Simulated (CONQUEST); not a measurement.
BeS under changes of volume

One of the cells (14.546 Å³/atom); the others are scaled copies at fixed shape and fractional positions:

```
CELL_PARAMETERS angstrom
3.45218 0.00000 0.00000
0.00000 3.45218 0.00000
0.00000 0.00000 4.88212
ATOMIC_POSITIONS crystal
S 0.00000 0.50000 0.25000
S 0.50000 0.00000 0.75000
Be 0.00000 0.00000 0.00000
Be 0.50000 0.50000 0.50000
```

```yaml
Program: CONQUEST 1.3
Functional: PBEsol
Potentials_or_basis: PseudoDojo NC PBEsol, DZP, grid of 32 × 32 × 48 points
k_mesh: 8 × 8 × 6
Occupations: fermi-dirac, width 0.05 eV
Spin: no spin polarisation
```

| volume (Å³/atom) | energy over the lowest point (meV/atom) | pressure (GPa) | gap on the mesh (eV) |
| --- | --- | --- | --- |
| 13.405 | 22.81 | 7.8 | 2.83 |
| 13.975 | ? | ? | ? |
| 14.261 | 0.00 | 0.9 | 3.00 |
| 14.546 | 0.07 | -0.8 | 3.05 |
| 14.831 | 2.64 | -2.1 | 3.09 |
| 15.116 | 7.79 | -3.7 | 3.14 |

Problem. What does the run at 13.975 Å³/atom give?

Solution. Energy over the lowest point 3.57 meV/atom; pressure 3.2 GPa; gap on the mesh 2.95 eV.

Worked out: A Birch-Murnaghan fit of order 3 (a polynomial in V^(-2/3)) to the other rows has its minimum at 14.41 Å³/atom with B0 = V·E''(V) = 86 GPa (rough, since the energies scatter). It gives 3.44 meV/atom at 13.975 Å³/atom, against the run's 3.57, and -dE/dV = 3.0 GPa, against 3.2. A straight line through the other rows of the gap, of slope 2.57 eV per unit of ln V, gives 2.94 eV, against the run's 2.95.

Energies are extrapolated to zero smearing.

Caveats: the basis of atomic orbitals isn't converged, which shifts pressures, moduli and gaps; the real-space grid breaks the cell's symmetry a little.

A mesh can miss the band edges.
